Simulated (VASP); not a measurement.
# BAs (F-43m) in VASP: notebook

Aim: see how the results for BAs move with the level of theory and the settings. Levels: PBE, PBEsol, RPBE. Tasks: G0W0 quasiparticle levels, band structure.

All numbers are computed with VASP 6.6.1; they aren't measurements. Logs are shortened: lines on timing, memory, paths and dates and some standing lists are left out, and cuts for length are marked.

**1. The structure**

The structure is cubic, space group F-43m (No. 216). Conventional cell: a = 4.777 Å, b = 4.777 Å, c = 4.777 Å, α = 90.00°, β = 90.00°, γ = 90.00°. As (site symmetry -43m) is surrounded by 4 B at 2.07 Å. B (site symmetry -43m) is surrounded by 4 As at 2.07 Å.

**2. G0W0 quasiparticle levels, PBE**

Contents of POSCAR:

```
BAs
1.0
    0.0000000000      2.3885000000      2.3885000000
    2.3885000000      0.0000000000      2.3885000000
    2.3885000000      2.3885000000      0.0000000000
As B
1 1
Direct
    0.7500000000      0.7500000000      0.7500000000
    0.0000000000      0.0000000000      0.0000000000
```

Contents of INCAR.step1:

```
SYSTEM = BAs
ALGO     = Normal         ! electronic algorithm
EDIFF    = 1E-8           ! SCF threshold, eV
ENCUT    = 450            ! plane-wave cutoff, eV
GGA      = PE             ! functional
ISMEAR   = 0              ! smearing method
LASPH    = .True.         ! aspherical terms in the spheres
LCHARG   = .False.        ! write CHGCAR
LREAL    = .False.        ! projectors in reciprocal space
LWAVE    = .True.         ! write WAVECAR
NELM     = 60             ! most SCF steps
PREC     = Accurate       ! precision mode
SIGMA    = 0.01           ! smearing width, eV
```

Contents of INCAR.step2:

```
SYSTEM = BAs
ALGO     = Exact          ! electronic algorithm
EDIFF    = 1E-8           ! SCF threshold, eV
ENCUT    = 450            ! plane-wave cutoff, eV
GGA      = PE             ! functional
ISMEAR   = 0              ! smearing method
ISTART   = 1            
LASPH    = .True.         ! aspherical terms in the spheres
LCHARG   = .False.        ! write CHGCAR
LOPTICS  = .True.         ! frequency-dependent dielectric function
LREAL    = .False.        ! projectors in reciprocal space
LWAVE    = .True.         ! write WAVECAR
NBANDS   = 113            ! bands
NELM     = 1              ! most SCF steps
PREC     = Accurate       ! precision mode
SIGMA    = 0.01           ! smearing width, eV
```

Contents of INCAR.step3:

```
SYSTEM = BAs
ALGO     = EVGW0          ! electronic algorithm
EDIFF    = 1E-8           ! SCF threshold, eV
ENCUT    = 450            ! plane-wave cutoff, eV
ENCUTGW  = 260            ! cutoff of the response function
GGA      = PE             ! functional
ISMEAR   = 0              ! smearing method
ISTART   = 1            
LASPH    = .True.         ! aspherical terms in the spheres
LCHARG   = .False.        ! write CHGCAR
LREAL    = .False.        ! projectors in reciprocal space
LWAVE    = .False.        ! write WAVECAR
NBANDS   = 113            ! bands
NBANDSGW = 12           
NELMGW   = 1            
NOMEGA   = 48             ! frequency points
PREC     = Accurate       ! precision mode
PRECFOCK = Fast         
SIGMA    = 0.01           ! smearing width, eV
```

Contents of KPOINTS:

```
k-points
0
Gamma
  3 3 3
  0 0 0
```

Potentials or basis: VASP PAW PBE potentials, release 64 (As_GW, B_GW).

Launch:

```
$ cat potpaw_PBE.64/As_GW/POTCAR potpaw_PBE.64/B_GW/POTCAR > POTCAR
$ cp INCAR.step1 INCAR
$ mpirun -np 1 vasp_std > vasp.out
$ cp INCAR.step2 INCAR
$ mpirun -np 1 vasp_std > vasp.out
$ cp INCAR.step3 INCAR
$ mpirun -np 1 vasp_std > vasp.out
```

OUTCAR:

```text
SYSTEM = BAs
   EDIFF = 1E-8
   ENCUT = 450
   ENCUTGW = 260
   GGA = PE
   ISMEAR = 0
   ISTART = 1
   LASPH = .True.
   LREAL = .False.
   NELMGW = 1
   PREC = Accurate
   PRECFOCK = Fast

 Found      4 irreducible k-points:

 Following reciprocal coordinates:
            Coordinates               Weight
  0.000000  0.000000  0.000000      1.000000
  0.333333  0.000000  0.000000      8.000000
  0.333333  0.333333  0.000000      6.000000
 -0.333333  0.333333  0.000000     12.000000
   k-points           NKPTS =      4   k-points in BZ     NKDIM =     27   number of bands    NBANDS=    113
   number of dos      NEDOS =    301   number of ions     NIONS =      2
   total plane-waves  NPLWV =  13824
   dimension x,y,z NGX =    24 NGY =   24 NGZ =   24
   dimension x,y,z NGXF=    48 NGYF=   48 NGZF=   48
   ions per type =               1   1
   NGX,Y,Z   is equivalent  to a cutoff of  11.81, 11.81, 11.81 a.u.
   NGXF,Y,Z  is equivalent  to a cutoff of  23.62, 23.62, 23.62 a.u.
 SYSTEM =  BAs
   PREC   = accura    normal or accurate (medium, high low for compatibility)
   ISTART =      1    job   : 0-new  1-cont  2-samecut
   ICHARG =      0    charge: 1-file 2-atom 10-const
   ISPIN  =      1    spin polarized calculation?
   LNONCOLLINEAR =      F non collinear calculations
   LSORBIT =      F    spin-orbit coupling
   LASPH  =      T    aspherical Exc in radial PAW
   ENCUT  =  450.0 eV  33.07 Ry    5.75 a.u.   5.84  5.84  5.84*2*pi/ulx,y,z
   NELM   =     60;   NELMIN=  2; NELMDL=  0     # of ELM steps
   EDIFF  = 0.1E-07   stopping-criterion for ELM
   LREAL  =      F    real-space projection
   EDIFFG = 0.1E-06   stopping-criterion for IOM
   NSW    =      0    number of steps for IOM
   IBRION =     -1    ionic relax: 0-MD 1-quasi-New 2-CG
   NFREE  =      0    steps in history (QN), initial steepest desc. (CG)
   ISIF   =      0    stress and relaxation
   ISYM   =      3    0-nonsym 1-usesym 2-fastsym
   POTIM  = 0.5000    time-step for ionic-motion
   TEBEG  =    0.0;   TEEND  =   0.0 temperature during run
   PSTRESS=    0.0 pullay stress
   NELECT =       8.0000    total number of electrons
   NUPDOWN=      -1.0000    fix difference up-down
   EMIN   =  10.00;   EMAX   =-10.00  energy-range for DOS
   EFERMI =   0.00;   METHOD = LEGACY
   ISMEAR =     0;   SIGMA  =   0.01  broadening in eV -4-tet -1-fermi 0-gaus
   EFERMI_NEDOS =   21; number of points for ismear=-14 and -15
   IALGO  =     38    algorithm
   IMIX   =      4    mixing-type and parameters
     AMIX     =   0.40;   BMIX     =  1.00
     AMIX_MAG =   1.60;   BMIX_MAG =  1.00
  volume/ion in A,a.u.               =      13.63        91.95
  Fermi-wavevector in a.u.,A,eV,Ry     =   1.088018  2.056057 16.106360  1.183784
  Thomas-Fermi vector in A             =   2.224191
   LORBIT       =      0    0 simple, 1 ext, 2 COOP (PROOUT), +10 PAW based schemes
   GGA     = PE    functional components
   LHFCALC =     T    Hartree Fock is set to
   PRECFOCK=fast      Normal, Fast or Accurate (Low or Medium for compatibility)
   ENCUT4O =  -1.0   cutoff for four orbital integrals eV
   NKREDX  =     1    reduce k-point grid by
   NKREDY  =     1    reduce k-point grid by
   NKREDZ  =     1    reduce k-point grid by
   AEXX    =    1.0000 exact exchange contribution
   HFSCREEN=    0.0000 screening length (either q_TF or 0.3 A-1)
   HFSCREENC=   0.0000 screening length for correlation (either q_TF or 0.3 A-1)
   ENCUTFOCK=  -1.0 apply spherical cutoff to Coloumb kernel
   IVDW    =     0    specifies the selected vdW correction
   LEPSILON=     F    determine dielectric tensor
   LRPA    =     F    only Hartree local field effects (RPA)
   LRPAFORCE           =     F    calculate RPA forces
   ENCUTGW             = 260.0    cutoff for response function in eV
   ENCUTGWSOFT         = 208.0    soft cutoff for Coulomb kernel in GW response function in eV
   ENCUTLF             =  -1.0    cutoff for local field effects
   NELMGW              =     1    number of iterations in solving QP/BSE equation
   NELMHF              =     1    number of iterations in the inner HF iteration
   NKREDLFX            =     1    NKREDLFY  =   1   NKREDLFZ  =   1
 non-spin polarized calculation
 Gauss-broadening in eV      SIGMA  =   0.01
  energy-cutoff  :      450.00
  volume of cell :       27.25
 maximum number of plane-waves:       609
  NGX = 14; NGY = 14; NGZ = 14
   NGX = 11   NGY = 11   NGZ = 11
 maximum number of plane-waves:       266

 QP shifts <psi_nk| G(iteration)W_0 |psi_nk>: iteration 1
 for sc-GW calculations column KS-energies equals QP-energies in previous step
 and V_xc(KS)=  KS-energies - (<T + V_ion + V_H > + <T+V_H+V_ion>^1  + <V_x>^1)

 k-point   1 :       0.0000    0.0000    0.0000
  band No.  KS-energies  QP-energies   sigma(KS)   V_xc(KS)     V^pw_x(r,r')   Z            occupation Imag(sigma)

      1      -9.1660     -10.0253     -12.8066     -11.6436     -19.5361       0.7388       2.0000       1.2734
      2       6.2712       5.6744     -13.3677     -12.6127     -14.7586       0.7905       2.0000       0.0857
      3       6.2712       5.6744     -13.3677     -12.6127     -14.7586       0.7905       2.0000       0.0857
      4       6.2712       5.6744     -13.3677     -12.6127     -14.7586       0.7905       2.0000       0.0857
      5       9.5022       9.7452     -11.0625     -11.3720      -6.3473       0.7853       0.0000      -0.0779
      6       9.5022       9.7452     -11.0625     -11.3720      -6.3473       0.7853       0.0000      -0.0779
      7       9.5022       9.7452     -11.0625     -11.3720      -6.3473       0.7853       0.0000      -0.0779
      8      10.9398      11.4100     -11.9826     -12.6009      -6.1731       0.7603       0.0000      -0.1410
      9      15.8266      15.6928      -8.9796      -8.8101      -2.9261       0.7896       0.0000      -0.3022
     10      19.1544      19.1396     -10.4227     -10.4036      -4.3233       0.7777       0.0000      -0.2858
     11      19.1544      19.1396     -10.4227     -10.4036      -4.3233       0.7777       0.0000      -0.2858
     12      20.5662      20.4380      -9.1131      -8.9570      -2.4337       0.8215       0.0000      -0.6898

 k-point   2 :       0.3333    0.0000    0.0000
  band No.  KS-energies  QP-energies   sigma(KS)   V_xc(KS)     V^pw_x(r,r')   Z            occupation Imag(sigma)

      1      -7.4438      -8.2365     -12.9546     -11.8436     -19.0407       0.7136       2.0000       0.9552
      2      -0.4983      -1.2677     -12.6218     -11.6070     -15.9378       0.7581       2.0000       0.2593
      3       4.7430       4.1225     -13.1331     -12.3430     -14.8961       0.7852       2.0000       0.0960
      4       4.7430       4.1225     -13.1331     -12.3430     -14.8961       0.7852       2.0000       0.0960
      5       9.1089       9.3228     -11.3144     -11.5888      -6.3177       0.7797       0.0000      -0.0866
      6      11.0558      11.2677     -10.8831     -11.1534      -5.7665       0.7839       0.0000      -0.1106
      7      11.0558      11.2677     -10.8831     -11.1534      -5.7665       0.7839       0.0000      -0.1106
      8      14.9422      15.1289     -10.4920     -10.7376      -4.0879       0.7605       0.0000      -0.2750
      9      17.7374      17.7427      -9.5380      -9.5446      -3.2345       0.7970       0.0000      -0.3878
     10      18.2375      18.2410     -10.1093     -10.1138      -3.9604       0.7918       0.0000      -0.3586
     11      18.2375      18.2410     -10.1093     -10.1138      -3.9604       0.7918       0.0000      -0.3586
     12      22.4274      22.5933     -10.3998     -10.6212      -3.1758       0.7496       0.0000      -0.6713

 k-point   3 :       0.3333    0.3333    0.0000
  band No.  KS-energies  QP-energies   sigma(KS)   V_xc(KS)     V^pw_x(r,r')   Z            occupation Imag(sigma)

      1      -6.8219      -7.6494     -13.0116     -11.8843     -18.8100       0.7340       2.0000       0.8807
      2       0.3098      -0.4467     -13.2599     -12.2710     -16.3876       0.7650       2.0000       0.2362
      3       2.7881       2.1013     -12.7810     -11.8942     -15.0922       0.7744       2.0000       0.1126
      4       2.7881       2.1013     -12.7810     -11.8942     -15.0922       0.7744       2.0000       0.1126
      5       7.5068       7.5112     -10.3476     -10.3531      -5.8545       0.7966       0.0000      -0.0696
      6       9.3531       9.3489      -9.9126      -9.9074      -4.9282       0.7939       0.0000      -0.0972
      7      15.3960      15.7651     -11.6078     -12.0870      -5.2820       0.7704       0.0000      -0.2880
      8      15.3960      15.7651     -11.6078     -12.0870      -5.2820       0.7704       0.0000      -0.2880
      9      17.7541      18.0493     -11.2837     -11.6706      -4.4117       0.7631       0.0000      -0.4109
     10      21.8032      21.8228     -10.4382     -10.4634      -3.8834       0.7788       0.0000      -0.5183
     11      22.0290      22.2179     -10.3234     -10.5747      -3.3072       0.7518       0.0000      -0.6279
     12      25.5856      25.4885      -9.7938      -9.6682      -2.5477       0.7733       0.0000      -0.9638

 k-point   4 :      -0.3333    0.3333    0.0000
  band No.  KS-energies  QP-energies   sigma(KS)   V_xc(KS)     V^pw_x(r,r')   Z            occupation Imag(sigma)

      1      -5.3389      -6.0494     -13.2105     -12.2478     -18.4720       0.7380       2.0000       0.6860
      2      -1.6114      -2.4947     -13.1382     -11.9690     -17.1029       0.7555       2.0000       0.3827
      3       0.1557      -0.6166     -12.0008     -11.0017     -14.8096       0.7730       2.0000       0.1886
      4       3.1964       2.5207     -12.8827     -12.0124     -15.0695       0.7764       2.0000       0.1077
      5       8.7106       8.7391     -10.2321     -10.2680      -5.4294       0.7928       0.0000      -0.0823
      6      13.5084      13.8787     -11.2061     -11.6901      -5.1125       0.7650       0.0000      -0.2131
      7      14.3617      14.7112     -11.2566     -11.7080      -5.1334       0.7740       0.0000      -0.2623
      8      15.6007      15.8348     -11.3988     -11.7060      -4.9689       0.7622       0.0000      -0.3158
      9      15.7170      15.7483     -10.3381     -10.3779      -4.5681       0.7880       0.0000      -0.2333
     10      18.3558      18.2954     -10.0583      -9.9829      -4.0989       0.8017       0.0000      -0.3368
     11      23.1158      23.3574     -10.9870     -11.3129      -3.3076       0.7416       0.0000      -0.8035
     12      24.7319      24.6493      -9.4059      -9.3001      -2.4061       0.7807       0.0000      -0.7765
```

Run time: 20 s. Hardware: 1 thread of Intel Xeon Platinum 8488C (Sapphire Rapids), shared host; peak memory 0.25 GiB.

These settings aren't checked as converged: the numbers below hold their error.

Results:

```
Band gap on the k mesh, mean-field level : 1.24 eV, indirect (least direct gap 3.23 eV)
Quasiparticle gap                        : 1.84 eV
Least direct quasiparticle gap           : 4.07 eV
```

Caveat: the k mesh is coarse (spacing up to 0.76 Å⁻¹), so the values aren't converged; bands, screening cutoff and mesh are small and nothing is extrapolated, so the quasiparticle values aren't converged; an odd mesh through Γ misses points on the zone boundary, where band edges often lie.

[end of part 1 of 4]
